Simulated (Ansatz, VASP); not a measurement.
Two plane-wave programs on CuAu

```
CELL_PARAMETERS angstrom
2.80000 0.00000 0.00000
0.00000 2.80000 0.00000
0.00000 0.00000 3.76175
ATOMIC_POSITIONS crystal
Cu 0.50000 0.50000 0.50000
Au 0.00000 0.00000 0.00000
```

Change from the starting cell: strain +0.000 along x and y, +0.025 along z, atoms carried along.

Alike in both runs: task single point; functional PBE; k mesh 18 × 18 × 14; occupations gaussian, width 0.15 eV; no spin polarisation.

|  | VASP | Ansatz |
| --- | --- | --- |
| version | VASP 6.6.1 | Ansatz 0.2.0 |
| potentials or method | VASP PAW PBE potentials, release 64 (Cu, Au) | scalar-relativistic, plane waves, PAW |
| plane-wave cutoff (eV) | 520 | 420 |
| valence electrons in the cell | 22 | 38 |

|  | VASP | Ansatz | Ansatz less VASP |
| --- | --- | --- | --- |
| gap on the k mesh at the Fermi level (eV) | none | none | - |
| pressure (GPa) | 2.9 | 2.8 | -0.11 |
| largest component of the traceless stress (GPa) | 1.19 | 1.24 | +0.049 |

A gap of «none» marks a metal or a gap that the smearing closes. The two sets of potentials don't hold the same shells in valence.

Spin-orbit coupling is left out, which matters for the levels of Au.
